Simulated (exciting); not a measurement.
Runs of exciting (release sodium) on CdSe. It takes space group F-43m (No. 216, cubic). The conventional cell has a = 6.141 Å, b = 6.141 Å, c = 6.141 Å, α = 90.00°, β = 90.00°, γ = 90.00°. Around Cd (site symmetry -43m) lie 4 Se at 2.66 Å. Around Se (site symmetry -43m) lie 4 Cd at 2.66 Å. Measurements of this composition are mostly on another form, of space group No. 186.

```tsv
task	level	spin	cell	k mesh	smearing	outputlevel	top of the spectrum (Ha)	broadening (Ha)	nempty	DOS window about the Fermi level (Ha)	rgkmax	other keys	mesh quality	gap on the mesh (eV)
single point	PBE	off	as given	8 × 8 × 8	fermi-dirac 0.05 eV	-	-	-	10	-	9	-	not flagged	(a)
real-space fields	LDA-PZ	off	volume scaled by 0.88	7 × 7 × 7	fermi-dirac 0.05 eV	normal	-	-	10	-	8	-	not flagged	0.52
density of states	AM05+D2	SOC, no magnetisation	as given	4 × 4 × 4	gaussian 0.1 eV	high	-	-	20	[-0.6, 0.5] Ha	8	lradstep = 4	coarse	0.39
band structure	PW91+TS	off	volume scaled by 0.8	7 × 7 × 7	methfessel-paxton 0.1 eV	normal	-	-	10	-	8	-	not flagged	(b)
density of states	PBEsol	SOC, no magnetisation	as given	4 × 4 × 4	gaussian 0.05 eV	normal	-	-	20	[-0.6, 0.5] Ha	8	-	coarse	0.28
single point	PBEsol (libxc)	off	atoms moved at random, drawn with an rms of 0.15 Å	4 × 4 × 4	gaussian 0.05 eV	low	-	-	10	-	9	-	coarse	0.37
```

Alike in all rows: potentials or basis all-electron LAPW+lo, shipped species files, valence relativity iora*.

Fill in the values left out.

(a) 0.55; (b) 0.94.

Caveats: some runs use coarse meshes; the tetrahedron DOS on this energy grid can lose part of the weight of narrow d or f bands (some runs); the dispersion energy is computed afterwards and isn't part of the total energy (some runs).

A k mesh can miss the band edges, and rows without SOC leave out spin-orbit coupling on Cd, Se.
